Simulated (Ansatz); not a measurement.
## Molecular dynamics of TiO2

The input (input.yaml):

```yaml
accuracy: low
crystal:
  lattice:
    - [3.84456, 0.0, 0.0]
    - [0.0, 3.84456, 0.0]
    - [0.0, 0.0, 9.772673]
  atoms:
    - { symbol: Ti, position: [0.0, 0.0, 0.0] }
    - { symbol: Ti, position: [0.0, 0.5, 0.25] }
    - { symbol: O, position: [0.0, 0.5, 0.4571521] }
    - { symbol: O, position: [0.0, 0.0, 0.2071521] }
    - { symbol: O, position: [0.0, 0.5, 0.0428479] }
    - { symbol: O, position: [0.0, 0.0, 0.7928479] }
    - { symbol: Ti, position: [0.5, 0.5, 0.5] }
    - { symbol: Ti, position: [0.5, 0.0, 0.75] }
    - { symbol: O, position: [0.5, 0.0, 0.9571521] }
    - { symbol: O, position: [0.5, 0.5, 0.7071521] }
    - { symbol: O, position: [0.5, 0.0, 0.5428479] }
    - { symbol: O, position: [0.5, 0.5, 0.2928479] }
basis:
  ecutwfc: 420.0
kpoints:
  mp_grid: { grid: [4, 4, 2] }
hamiltonian:
  xc: pbe
  dispersion: d3bj
  pseudopotentials: { kind: paw, azcp: { folder: soft_1 } }
scf:
  occupations: { method: fermi_dirac, width: 0.3 }
  lower_state_search: "off"
md:
  timestep: 1.12
  n_steps: 170
  ensemble: nvt_langevin
  temperature: 3500.0
  initial_velocities: maxwell_boltzmann
  seed: 802633
  friction: 0.02
```

Launched with:

```bash
$ ansatz run input.yaml --threads 2 --pin off --max-ram 5120MiB --backend cpu --events-out ev --progress --plain --runs-dir out
```

It starts from an unrelaxed structure (largest force component 0.18 eV/Å).

Output, in part (step lines):

```
md step     0: t =     0.00 fs  T =  3208.3 K  F+E_penalty+E_count = -14557.49589686 eV  E_kin = 4.976510 eV  (9 SCF iters)
[... lines left out ...]
```

The steps, from the saved trajectory:

```tsv
time (fs)	T (K)	potential energy less start (eV)
0	3208	0.000
5.6	3551	0.519
11.2	3114	1.955
16.8	2389	3.360
22.4	2693	3.814
28	2476	4.410
33.6	1992	5.006
39.2	2692	4.918
44.8	3511	4.236
50.4	3300	4.672
56	3958	4.895
61.6	3993	4.707
67.2	3263	4.763
72.8	3550	4.285
78.4	3332	3.802
84	4465	2.806
89.6	4154	2.436
95.2	3229	3.048
100.8	3251	3.757
106.4	2470	4.228
112	2339	4.708
117.6	2449	4.827
123.2	3542	4.271
128.8	3818	4.412
134.4	3757	4.579
140	3339	4.522
145.6	2347	4.179
151.2	4180	3.264
156.8	4215	1.951
162.4	3510	2.137
168	3372	3.223
173.6	2634	3.826
179.2	2020	3.502
184.8	2879	3.537
190.4	1938	4.571
```

The run went to its last step. The mean temperature of the second half is 12 % below the set value. A run of 0.19 ps of so small a system gives no equilibrium averages. Limits of this set-up: low accuracy level.

Mean squared displacements from the first frame to the last, about the centre of mass: Ti 0.05 Å², O 0.18 Å².

Last frame:

```xyz
12
Lattice="3.8446 0.0000 0.0000 0.0000 3.8446 0.0000 0.0000 0.0000 9.7727" Properties=species:S:1:pos:R:3
Ti 0.267 -0.535 -0.474
Ti 0.433 1.444 1.736
O 0.262 2.089 3.617
O -0.137 -0.206 1.372
O 0.330 1.351 -0.257
O 0.610 -0.834 7.184
Ti 2.239 1.728 4.294
Ti 2.038 -0.450 6.517
O 1.937 -0.184 9.122
O 2.628 1.581 6.191
O 2.110 -0.342 4.621
O 2.320 1.694 2.261
```

Time of the run: 20 min on 2 threads of Intel(R) Xeon(R) Platinum 8259CL CPU @ 2.50GHz (Skylake/Cascade Lake) (shared host), peak memory 0.66 GiB.
